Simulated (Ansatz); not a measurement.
Input and command of a plane-wave DFT calculation in Ansatz:

```yaml
crystal:
  lattice:
    - [3.0504927388, 0.0, 0.0]
    - [-1.5252463694, 2.6418042058, 0.0]
    - [0.0, 0.0, 5.6738251409]
  atoms:
    - { symbol: Co, position: [0.0, 0.0, 0.0094969459], spin: -2.08 }
    - { symbol: Co, position: [0.3333333333, 0.6666666667, 0.5095034253], spin: 2.08 }
    - { symbol: O, position: [0.0, 0.0, 0.3655057128], spin: 0.16 }
    - { symbol: O, position: [0.3333333333, 0.6666666667, 0.8654949159], spin: -0.16 }
basis:
  ecutwfc: 420
kpoints:
  mp_grid: { grid: [18, 18, 10] }
hamiltonian:
  xc: pbesol
scf:
  occupations: { method: gaussian, width: 0.15 }
output:
  forces: true
  stress: true
  eigenvalues: true
  populations: true
magnetization:
  spin_polarized: true
```

```bash
ansatz run input.yaml --threads 2 --pin off --max-ram 5120MiB --backend cpu --events-out ev --progress --plain --runs-dir out
```

Processor: Intel(R) Xeon(R) 6975P-C (Granite Rapids), 2 threads, on a host shared with other jobs.

Q: How long does it run, and how much memory does it take?

A: About 37 s on 2 threads of Intel(R) Xeon(R) 6975P-C (Granite Rapids), with other jobs on the host, peak memory 1 GiB. It solves 31 bands at 330 k points (the mesh reduced by the symmetry that the task leaves, which can be less than the crystal's) with about 883 plane waves, in 16 SCF iterations.
